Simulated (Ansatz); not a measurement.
This is a relaxation of cell and atoms with the PAW code Ansatz on Se (P3_121) from a database structure; the level of theory is PBE-D3(BJ). The input holds the cell as the database lists it.

```yaml
crystal:
  lattice:
    - [4.5048207049, 0.0, 0.0]
    - [-2.2524103524, 3.9012891699, 0.0]
    - [0.0, 0.0, 4.9787963167]
  atoms:
    - { symbol: Se, position: [0.21789298, 0.0, 0.33333333] }
    - { symbol: Se, position: [0.0, 0.21789298, 0.66666667] }
    - { symbol: Se, position: [0.78210702, 0.78210702, 0.0] }
kpoints:
  mp_grid: { grid: [6, 6, 6] }
hamiltonian:
  xc: pbe
  dispersion: d3bj
scf:
  occupations: { method: fermi_dirac, width: 0.02 }
relax:
  f_tol: 0.005
  cell: {}
output:
  write_density: true
  write_potential: true
  elf: true
  volumetric_format: npy
```

The trajectory has 8 recorded frames, each with positions in Å and forces in eV/Å. The last, and any step after a large change of cell, is solved on a basis re-selected at its cell; pressure is positive in compression.

Step 1: energy 0.0 meV/atom from step 1, largest force component 0.307 eV/Å, pressure -0.36 GPa
```xyz
3
Lattice="4.5048 0.0000 0.0000 -2.2524 3.9013 0.0000 0.0000 0.0000 4.9788" Properties=species:S:1:pos:R:3:forces:R:3 pbc="T T T"
Se    0.9816    0.0000    1.6596    0.3072    0.0000    0.0000
Se   -0.4908    0.8501    3.3192   -0.1536    0.2660    0.0000
Se    1.7616    3.0512    0.0000   -0.1536   -0.2660    0.0000
```

Step 2: energy -22.9 meV/atom from step 1, largest force component 0.198 eV/Å, pressure +0.57 GPa
```xyz
3
Lattice="4.3125 0.0000 0.0000 -2.1563 3.7348 0.0000 0.0000 0.0000 4.9057" Properties=species:S:1:pos:R:3:forces:R:3 pbc="T T T"
Se    1.0079    0.0000    1.6352    0.1979    0.0000    0.0000
Se   -0.5039    0.8729    3.2705   -0.0990    0.1714    0.0000
Se    1.6523    2.8619    0.0000   -0.0990   -0.1714    0.0000
```

Question: How does the relaxation go on, and where does it end?

Answer:
Step 3: energy -36.5 meV/atom from step 1, largest force component 0.061 eV/Å, pressure +0.48 GPa
```xyz
3
Lattice="4.0917 0.0000 0.0000 -2.0458 3.5435 0.0000 0.0000 0.0000 5.0239" Properties=species:S:1:pos:R:3:forces:R:3 pbc="T T T"
Se    1.0258    0.0000    1.6746   -0.0609    0.0000    0.0000
Se   -0.5129    0.8884    3.3493    0.0305   -0.0527    0.0000
Se    1.5329    2.6551    0.0000    0.0305    0.0527    0.0000
```

Step 4: energy -38.4 meV/atom from step 1, largest force component 0.098 eV/Å, pressure -0.51 GPa
```xyz
3
Lattice="4.0941 0.0000 0.0000 -2.0470 3.5456 0.0000 0.0000 0.0000 5.1050" Properties=species:S:1:pos:R:3:forces:R:3 pbc="T T T"
Se    1.0171    0.0000    1.7017   -0.0980    0.0000    0.0000
Se   -0.5085    0.8808    3.4033    0.0490   -0.0849    0.0000
Se    1.5385    2.6647    0.0000    0.0490    0.0849    0.0000
```

Step 5: energy -38.9 meV/atom from step 1, largest force component 0.009 eV/Å, pressure -0.09 GPa
```xyz
3
Lattice="4.0818 0.0000 0.0000 -2.0409 3.5350 0.0000 0.0000 0.0000 5.1179" Properties=species:S:1:pos:R:3:forces:R:3 pbc="T T T"
Se    1.0074    0.0000    1.7060   -0.0086    0.0000    0.0000
Se   -0.5037    0.8724    3.4119    0.0043   -0.0074    0.0000
Se    1.5372    2.6626    0.0000    0.0043    0.0074    0.0000
```

Step 6: energy -39.0 meV/atom from step 1, largest force component 0.006 eV/Å, pressure -0.02 GPa
```xyz
3
Lattice="4.0741 0.0000 0.0000 -2.0370 3.5282 0.0000 0.0000 0.0000 5.1261" Properties=species:S:1:pos:R:3:forces:R:3 pbc="T T T"
Se    1.0054    0.0000    1.7087    0.0055    0.0000    0.0000
Se   -0.5027    0.8707    3.4174   -0.0028    0.0048    0.0000
Se    1.5343    2.6575    0.0000   -0.0028   -0.0048    0.0000
```

Step 7: energy -39.0 meV/atom from step 1, largest force component 0.000 eV/Å, pressure 0.00 GPa
```xyz
3
Lattice="4.0706 0.0000 0.0000 -2.0353 3.5252 0.0000 0.0000 0.0000 5.1256" Properties=species:S:1:pos:R:3:forces:R:3 pbc="T T T"
Se    1.0063    0.0000    1.7085   -0.0002    0.0000    0.0000
Se   -0.5031    0.8715    3.4171    0.0001   -0.0002    0.0000
Se    1.5322    2.6538    0.0000    0.0001    0.0002    0.0000
```

Step 8: energy -38.8 meV/atom from step 1, largest force component 0.000 eV/Å, pressure 0.00 GPa
```xyz
3
Lattice="4.0706 0.0000 0.0000 -2.0353 3.5252 0.0000 0.0000 0.0000 5.1256" Properties=species:S:1:pos:R:3:forces:R:3 pbc="T T T"
Se    1.0063    0.0000    1.7085   -0.0002    0.0000    0.0000
Se   -0.5031    0.8715    3.4171    0.0001   -0.0002    0.0000
Se    1.5322    2.6538    0.0000    0.0001    0.0002    0.0000
```

In 7 steps the volume changed by -15.9 %; between the first SCF and the last, each on a basis chosen for its cell, the energy fell by 38.8 meV an atom. At the end: space group P3_121 (No. 152), trigonal; a = 4.071 Å, c = 5.126 Å in the conventional setting, 24.52 Å³ an atom. Se has 2 Se at 2.44 Å.

Run as `ansatz run input.yaml --threads 4 --pin off --max-ram 7372MiB --backend cpu --events-out ev --progress --plain --runs-dir out`. Wall time 13 s on 4 threads of Arm Neoverse V2, with other jobs on the host, load about 0.5 per core; peak host memory 0.4 GiB.

No spin polarisation and no zero-point or thermal motion.
